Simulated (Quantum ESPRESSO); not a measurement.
# BP (F-43m) in Quantum ESPRESSO: notebook, part 2 of 2

Quantum ESPRESSO 7.5. The steps go on from the part before.

## 4. Dielectric tensor, PBEsol

Input file pw.in:

```
&CONTROL
  calculation = 'scf'
  prefix = 'pwscf'
  outdir = './tmp'
  pseudo_dir = './pseudo'
  tprnfor = .true.
  tstress = .true.
  disk_io = 'low'
/
&SYSTEM
  ibrav = 0
  nat = 2
  ntyp = 2
  ecutwfc = 45
  ecutrho = 360
  nbnd = 9
  occupations = 'smearing'
  smearing = 'fd'
  degauss = 0.00367493
/
&ELECTRONS
  conv_thr = 4d-10
  electron_maxstep = 120
  mixing_beta = 0.5
/
ATOMIC_SPECIES
P     30.9738 p_pbesol_v1.5.uspp.F.UPF
B     10.8100 b_pbesol_v1.4.uspp.F.UPF
CELL_PARAMETERS angstrom
   0.0000000000    2.2690000000    2.2690000000
   2.2690000000    0.0000000000    2.2690000000
   2.2690000000    2.2690000000    0.0000000000
ATOMIC_POSITIONS angstrom
P      3.4035000000    3.4035000000    3.4035000000
B      0.0000000000    0.0000000000    0.0000000000
K_POINTS automatic
10 10 10 1 1 1
```

Input file scf2.in:

```
&CONTROL
  calculation = 'scf'
  prefix = 'pwscf'
  outdir = './tmp'
  pseudo_dir = './pseudo'
  tprnfor = .true.
  tstress = .true.
  disk_io = 'low'
/
&SYSTEM
  ibrav = 0
  nat = 2
  ntyp = 2
  ecutwfc = 45
  ecutrho = 360
  nbnd = 9
  occupations = 'fixed'
/
&ELECTRONS
  conv_thr = 1d-13
  electron_maxstep = 120
  mixing_beta = 0.5
  startingpot = 'file'
  startingwfc = 'file'
/
ATOMIC_SPECIES
P     30.9738 p_pbesol_v1.5.uspp.F.UPF
B     10.8100 b_pbesol_v1.4.uspp.F.UPF
CELL_PARAMETERS angstrom
   0.0000000000    2.2690000000    2.2690000000
   2.2690000000    0.0000000000    2.2690000000
   2.2690000000    2.2690000000    0.0000000000
ATOMIC_POSITIONS angstrom
P      3.4035000000    3.4035000000    3.4035000000
B      0.0000000000    0.0000000000    0.0000000000
K_POINTS automatic
10 10 10 1 1 1
```

Input file ph.in:

```
dielectric of BP
&INPUTPH
  prefix = 'pwscf'
  outdir = './tmp'
  tr2_ph = 1d-18
  fildyn = 'dyn'
  niter_ph = 90
  alpha_mix(1) = 0.7
  epsil = .true.
  trans = .false.
  zeu = .true.
/
0.0000000000 0.0000000000 0.0000000000
```

Potentials or basis: GBRV 1.5 PBEsol.

Started as:

```console
> OMP_NUM_THREADS=1 pw.x -in pw.in > pw.out
> OMP_NUM_THREADS=1 pw.x -in scf2.in > scf2.out
> OMP_NUM_THREADS=1 ph.x -in ph.in > ph.out
```

pw.out:

```text
This program is part of the open-source Quantum ESPRESSO suite
     for quantum simulation of materials; please cite
[... 9 lines left out ...]
     --------------------
     sticks:   dense  smooth     PW     G-vecs:    dense   smooth      PW
     Sum         913     451    151                18149     6375    1243

     Using Slab Decomposition

     bravais-lattice index     =            0
     lattice parameter (alat)  =       6.0638  a.u.
     unit-cell volume          =     157.6631 (a.u.)^3
     number of atoms/cell      =            2
     number of atomic types    =            2
     number of electrons       =         8.00
     number of Kohn-Sham states=            9
     kinetic-energy cutoff     =      45.0000  Ry
     charge density cutoff     =     360.0000  Ry
     scf convergence threshold =      4.0E-10
     mixing beta               =       0.5000
     number of iterations used =            8  plain     mixing
     Exchange-correlation= SLA  PW   PSX  PSC
                           (   1   4  10   8   0   0   0)

     celldm(1)=   6.063849  celldm(2)=   0.000000  celldm(3)=   0.000000
     celldm(4)=   0.000000  celldm(5)=   0.000000  celldm(6)=   0.000000

     crystal axes: (cart. coord. in units of alat)
               a(1) = (   0.000000   0.707107   0.707107 )
               a(2) = (   0.707107   0.000000   0.707107 )
               a(3) = (   0.707107   0.707107   0.000000 )

     reciprocal axes: (cart. coord. in units 2 pi/alat)
               b(1) = ( -0.707107  0.707107  0.707107 )
               b(2) = (  0.707107 -0.707107  0.707107 )
               b(3) = (  0.707107  0.707107 -0.707107 )

     PseudoPot. # 1 for P  read from file:
     p_pbesol_v1.5.uspp.F.UPF
     Pseudo is Ultrasoft + core correction, Zval =  5.0
     Generated by new atomic code, or converted to UPF format
     Using radial grid of  903 points,  6 beta functions with:
                l(1) =   0
                l(2) =   0
                l(3) =   1
                l(4) =   1
                l(5) =   2
                l(6) =   2
     Q(r) pseudized with  8 coefficients,  rinner =    1.300   1.300   1.300
                                                       1.300   1.300

     PseudoPot. # 2 for B  read from file:
     b_pbesol_v1.4.uspp.F.UPF
     Pseudo is Ultrasoft + core correction, Zval =  3.0
     Generated by new atomic code, or converted to UPF format
     Using radial grid of  781 points,  4 beta functions with:
                l(1) =   0
                l(2) =   0
                l(3) =   1
                l(4) =   1
     Q(r) pseudized with  8 coefficients,  rinner =    1.100   1.100   1.100

     atomic species   valence    mass     pseudopotential
     P                 5.00    30.97380     P ( 1.00)
     B                 3.00    10.81000     B ( 1.00)

     24 Sym. Ops. (no inversion) found

   Cartesian axes

     site n.     atom                  positions (alat units)
         1        P      tau(   1) = (   1.0606602   1.0606602   1.0606602  )
         2        B      tau(   2) = (   0.0000000   0.0000000   0.0000000  )

     number of k points=   110  Fermi-Dirac smearing, width (Ry)=  0.0037

     Number of k-points >= 100: set verbosity='high' to print them.

     Dense  grid:    18149 G-vectors     FFT dimensions: (  40,  40,  40)

     Smooth grid:     6375 G-vectors     FFT dimensions: (  25,  25,  25)

     Initial potential from superposition of free atoms

     starting charge       7.9996, renormalised to       8.0000
     Starting wfcs are    8 randomized atomic wfcs +    1 random wfcs

     Self-consistent Calculation

     iteration #  1     ecut=    45.00 Ry     beta= 0.50
     Davidson diagonalization with overlap
     ethr =  1.00E-02,  avg # of iterations =  5.5

     total energy              =     -21.87690708 Ry
     estimated scf accuracy    <       0.15947034 Ry

     iteration #  2     ecut=    45.00 Ry     beta= 0.50
     Davidson diagonalization with overlap
     ethr =  1.99E-03,  avg # of iterations =  1.0

     total energy              =     -21.90017313 Ry
     estimated scf accuracy    <       0.01048377 Ry

     iteration #  3     ecut=    45.00 Ry     beta= 0.50
     Davidson diagonalization with overlap
     ethr =  1.31E-04,  avg # of iterations =  2.9

     total energy              =     -21.90052226 Ry
     estimated scf accuracy    <       0.00166827 Ry

     iteration #  4     ecut=    45.00 Ry     beta= 0.50
     Davidson diagonalization with overlap
     ethr =  2.09E-05,  avg # of iterations =  3.5

     total energy              =     -21.90064943 Ry
     estimated scf accuracy    <       0.00003261 Ry

     iteration #  5     ecut=    45.00 Ry     beta= 0.50
     Davidson diagonalization with overlap
     c_bands:  1 eigenvalues not converged
     ethr =  4.08E-07,  avg # of iterations =  6.3

     total energy              =     -21.90069940 Ry
     estimated scf accuracy    <       0.00000701 Ry

     iteration #  6     ecut=    45.00 Ry     beta= 0.50
     Davidson diagonalization with overlap
     ethr =  8.77E-08,  avg # of iterations =  2.8

     total energy              =     -21.90070154 Ry
     estimated scf accuracy    <       0.00000017 Ry

     iteration #  7     ecut=    45.00 Ry     beta= 0.50
     Davidson diagonalization with overlap
     ethr =  2.12E-09,  avg # of iterations =  3.8

     total energy              =     -21.90070193 Ry
     estimated scf accuracy    <       0.00000003 Ry

     iteration #  8     ecut=    45.00 Ry     beta= 0.50
     Davidson diagonalization with overlap
     ethr =  3.54E-10,  avg # of iterations =  1.8

     End of self-consistent calculation

     Number of k-points >= 100: set verbosity='high' to print the bands.

     the Fermi energy is     9.7560 ev

!    total energy              =     -21.90070194 Ry
     estimated scf accuracy    <          1.7E-10 Ry
     smearing contrib. (-TS)   =      -0.00000000 Ry
     internal energy E=F+TS    =     -21.90070193 Ry

     The total energy is F=E-TS. E is the sum of the following terms:
     one-electron contribution =       6.75123306 Ry
     hartree contribution      =       1.24264390 Ry
     xc contribution           =      -8.91133936 Ry
     ewald contribution        =     -20.98323954 Ry

     convergence has been achieved in   8 iterations

     Forces acting on atoms (cartesian axes, Ry/au):

     atom    1 type  1   force =     0.00000000   -0.00000000   -0.00000000
     atom    2 type  2   force =    -0.00000000    0.00000000    0.00000000

     Total force =     0.000000     Total SCF correction =     0.000000

     Computing stress (Cartesian axis) and pressure

          total   stress  (Ry/bohr**3)                   (kbar)     P=      -19.12
  -0.00012998   0.00000000   0.00000000          -19.12        0.00        0.00
   0.00000000  -0.00012998   0.00000000            0.00      -19.12        0.00
   0.00000000   0.00000000  -0.00012998            0.00        0.00      -19.12

=------------------------------------------------------------------------------=
   JOB DONE.
=------------------------------------------------------------------------------=
```

Wall time 2.8 min (1 thread of Intel Xeon at 2.50GHz (Skylake/Cascade Lake), shared host); peak memory 0.11 GiB.

What came out:

```yaml
Free_energy: -297.9742 eV
Pressure: -1.9 GPa
Electronic_dielectric_tensor_diagonal: 9.31
Born_charges_mean_of_the_diagonal: P +0.52; B -0.52 e
```

Electronic dielectric tensor:
```
9.31 0.00 0.00
0.00 9.31 0.00
0.00 0.00 9.31
```

Born effective charge tensors (e):
atom 1, P
```
0.52 0.00 0.00
0.00 0.52 0.00
0.00 0.00 0.52
```
atom 2, B
```
-0.52  0.00  0.00
 0.00 -0.52  0.00
 0.00  0.00 -0.52
```

## 5. Dielectric tensor, PBEsol

pw.in: that of step 4 with these lines changed.

```diff
@@ -36,2 +36,2 @@
 K_POINTS automatic
-10 10 10 1 1 1
+12 12 12 1 1 1
```

scf2.in: that of step 4 with these lines changed.

```diff
@@ -36,2 +36,2 @@
 K_POINTS automatic
-10 10 10 1 1 1
+12 12 12 1 1 1
```

ph.in is that of step 4.

Potentials or basis: GBRV 1.5 PBEsol.

Started as:

```console
> OMP_NUM_THREADS=1 pw.x -in pw.in > pw.out
> OMP_NUM_THREADS=1 pw.x -in scf2.in > scf2.out
> OMP_NUM_THREADS=1 ph.x -in ph.in > ph.out
```

pw.out:

```text
This program is part of the open-source Quantum ESPRESSO suite
     for quantum simulation of materials; please cite
[... 9 lines left out ...]
     --------------------
     sticks:   dense  smooth     PW     G-vecs:    dense   smooth      PW
     Sum         913     451    151                18149     6375    1243

     Using Slab Decomposition

     bravais-lattice index     =            0
     lattice parameter (alat)  =       6.0638  a.u.
     unit-cell volume          =     157.6631 (a.u.)^3
     number of atoms/cell      =            2
     number of atomic types    =            2
     number of electrons       =         8.00
     number of Kohn-Sham states=            9
     kinetic-energy cutoff     =      45.0000  Ry
     charge density cutoff     =     360.0000  Ry
     scf convergence threshold =      4.0E-10
     mixing beta               =       0.5000
     number of iterations used =            8  plain     mixing
     Exchange-correlation= SLA  PW   PSX  PSC
                           (   1   4  10   8   0   0   0)

     celldm(1)=   6.063849  celldm(2)=   0.000000  celldm(3)=   0.000000
     celldm(4)=   0.000000  celldm(5)=   0.000000  celldm(6)=   0.000000

     crystal axes: (cart. coord. in units of alat)
               a(1) = (   0.000000   0.707107   0.707107 )
               a(2) = (   0.707107   0.000000   0.707107 )
               a(3) = (   0.707107   0.707107   0.000000 )

     reciprocal axes: (cart. coord. in units 2 pi/alat)
               b(1) = ( -0.707107  0.707107  0.707107 )
               b(2) = (  0.707107 -0.707107  0.707107 )
               b(3) = (  0.707107  0.707107 -0.707107 )

     PseudoPot. # 1 for P  read from file:
     p_pbesol_v1.5.uspp.F.UPF
     Pseudo is Ultrasoft + core correction, Zval =  5.0
     Generated by new atomic code, or converted to UPF format
     Using radial grid of  903 points,  6 beta functions with:
                l(1) =   0
                l(2) =   0
                l(3) =   1
                l(4) =   1
                l(5) =   2
                l(6) =   2
     Q(r) pseudized with  8 coefficients,  rinner =    1.300   1.300   1.300
                                                       1.300   1.300

     PseudoPot. # 2 for B  read from file:
     b_pbesol_v1.4.uspp.F.UPF
     Pseudo is Ultrasoft + core correction, Zval =  3.0
     Generated by new atomic code, or converted to UPF format
     Using radial grid of  781 points,  4 beta functions with:
                l(1) =   0
                l(2) =   0
                l(3) =   1
                l(4) =   1
     Q(r) pseudized with  8 coefficients,  rinner =    1.100   1.100   1.100

     atomic species   valence    mass     pseudopotential
     P                 5.00    30.97380     P ( 1.00)
     B                 3.00    10.81000     B ( 1.00)

     24 Sym. Ops. (no inversion) found

   Cartesian axes

     site n.     atom                  positions (alat units)
         1        P      tau(   1) = (   1.0606602   1.0606602   1.0606602  )
         2        B      tau(   2) = (   0.0000000   0.0000000   0.0000000  )

     number of k points=   182  Fermi-Dirac smearing, width (Ry)=  0.0037

     Number of k-points >= 100: set verbosity='high' to print them.

     Dense  grid:    18149 G-vectors     FFT dimensions: (  40,  40,  40)

     Smooth grid:     6375 G-vectors     FFT dimensions: (  25,  25,  25)

     Initial potential from superposition of free atoms

     starting charge       7.9996, renormalised to       8.0000
     Starting wfcs are    8 randomized atomic wfcs +    1 random wfcs

     Self-consistent Calculation

     iteration #  1     ecut=    45.00 Ry     beta= 0.50
     Davidson diagonalization with overlap
     ethr =  1.00E-02,  avg # of iterations =  5.5

     total energy              =     -21.87690030 Ry
     estimated scf accuracy    <       0.15947281 Ry

     iteration #  2     ecut=    45.00 Ry     beta= 0.50
     Davidson diagonalization with overlap
     ethr =  1.99E-03,  avg # of iterations =  1.0

     total energy              =     -21.90017071 Ry
     estimated scf accuracy    <       0.01048932 Ry

     iteration #  3     ecut=    45.00 Ry     beta= 0.50
     Davidson diagonalization with overlap
     ethr =  1.31E-04,  avg # of iterations =  3.3

     total energy              =     -21.90052338 Ry
     estimated scf accuracy    <       0.00166789 Ry

     iteration #  4     ecut=    45.00 Ry     beta= 0.50
     Davidson diagonalization with overlap
     ethr =  2.08E-05,  avg # of iterations =  3.0

     total energy              =     -21.90064996 Ry
     estimated scf accuracy    <       0.00003250 Ry

     iteration #  5     ecut=    45.00 Ry     beta= 0.50
     Davidson diagonalization with overlap
     c_bands:  1 eigenvalues not converged
     ethr =  4.06E-07,  avg # of iterations =  6.4

     total energy              =     -21.90069963 Ry
     estimated scf accuracy    <       0.00000674 Ry

     iteration #  6     ecut=    45.00 Ry     beta= 0.50
     Davidson diagonalization with overlap
     ethr =  8.42E-08,  avg # of iterations =  2.6

     total energy              =     -21.90070157 Ry
     estimated scf accuracy    <       0.00000016 Ry

     iteration #  7     ecut=    45.00 Ry     beta= 0.50
     Davidson diagonalization with overlap
     ethr =  2.03E-09,  avg # of iterations =  3.8

     total energy              =     -21.90070197 Ry
     estimated scf accuracy    <       0.00000002 Ry

     iteration #  8     ecut=    45.00 Ry     beta= 0.50
     Davidson diagonalization with overlap
     ethr =  3.08E-10,  avg # of iterations =  2.1

     End of self-consistent calculation

     Number of k-points >= 100: set verbosity='high' to print the bands.

     the Fermi energy is     9.7503 ev

!    total energy              =     -21.90070197 Ry
     estimated scf accuracy    <          1.6E-10 Ry
     smearing contrib. (-TS)   =      -0.00000000 Ry
     internal energy E=F+TS    =     -21.90070197 Ry

     The total energy is F=E-TS. E is the sum of the following terms:
     one-electron contribution =       6.75123279 Ry
     hartree contribution      =       1.24264455 Ry
     xc contribution           =      -8.91133977 Ry
     ewald contribution        =     -20.98323954 Ry

     convergence has been achieved in   8 iterations

     Forces acting on atoms (cartesian axes, Ry/au):

     atom    1 type  1   force =     0.00000000   -0.00000000   -0.00000000
     atom    2 type  2   force =    -0.00000000    0.00000000    0.00000000

     Total force =     0.000000     Total SCF correction =     0.000000

     Computing stress (Cartesian axis) and pressure

          total   stress  (Ry/bohr**3)                   (kbar)     P=      -19.12
  -0.00012997  -0.00000000  -0.00000000          -19.12       -0.00       -0.00
  -0.00000000  -0.00012997   0.00000000           -0.00      -19.12        0.00
   0.00000000   0.00000000  -0.00012997            0.00        0.00      -19.12

=------------------------------------------------------------------------------=
   JOB DONE.
=------------------------------------------------------------------------------=
```

Wall time 4.1 min (1 thread of Intel Xeon at 2.50GHz (Skylake/Cascade Lake), shared host); peak memory 0.12 GiB.

Results:

- Free energy: -297.9742 eV
- Pressure: -1.9 GPa
- Electronic dielectric tensor (diagonal): 9.31
- Born charges (mean of the diagonal): P +0.52; B -0.52 e

Electronic dielectric tensor:
```
9.31 0.00 0.00
0.00 9.31 0.00
0.00 0.00 9.31
```

Born effective charge tensors (e):
atom 1, P
```
0.52 0.00 0.00
0.00 0.52 0.00
0.00 0.00 0.52
```
atom 2, B
```
-0.52  0.00  0.00
 0.00 -0.52  0.00
 0.00  0.00 -0.52
```

## 6. Summary

| k mesh | pressure (GPa) |
| --- | --- |
| 6 × 6 × 6, shifted | -1.9 |
| 8 × 8 × 8, shifted | -1.9 |
| 10 × 10 × 10, shifted | -1.9 |
| 12 × 12 × 12, shifted | -1.9 |

Alike in all rows: task dielectric tensor; level PBEsol; potentials or basis GBRV 1.5 PBEsol; no spin polarisation; cell as given; cutoff (eV) 612; smearing fermi-dirac 0.05 eV.

Absolute energies hang on the potentials; compare differences alone.
